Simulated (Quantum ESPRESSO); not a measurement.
Runs of Quantum ESPRESSO 7.5 on Ag. It takes space group Fm-3m (No. 225, cubic). Conventional cell: a = 4.085 Å, b = 4.085 Å, c = 4.085 Å, α = 90.00°, β = 90.00°, γ = 90.00°. Around Ag (site symmetry m-3m) lie 12 Ag at 2.89 Å. 

```csv
level,ASE optimiser,dispersion computed by,rVV10 parameter b,gap on the mesh (eV),pressure (GPa),relaxed volume (Å³/atom)
revPBE+D4,BFGS,dftd4 4.3.1 through ASE,-,none,0.0,16.81
revPBE+rVV10,BFGS,-,6.3,none,0.0,(a)
revPBE+D3(BJ),LBFGS,-,-,none,0.1,(b)
revPBE+D3,BFGS,-,-,none,0.0,17.19
revPBE+D2,LBFGS,-,-,none,0.1,18.39
revPBE,BFGS,-,-,none,0.0,18.36
```

Alike in all rows: task relaxation of cell and atoms; potentials or basis PseudoDojo 0.4.1 SR PBE standard; no spin polarisation; cell relaxed; k mesh 11 × 11 × 11; cutoff (eV) 1116; smearing fermi-dirac 0.05 eV.

Q: Estimate the missing entries.

A: (a) 17.37; (b) 16.63.

Caveats: the potentials were made for another functional, which shifts forces and pressure; pairwise dispersion overbinds metals, which lowers pressure and volume (some runs); rVV10's parameter b was fitted to another functional (some runs).

A k mesh can miss the band edges, and the runs leave out spin-orbit coupling on Ag.

A gap of «none» marks a metal or a gap under the smearing width.
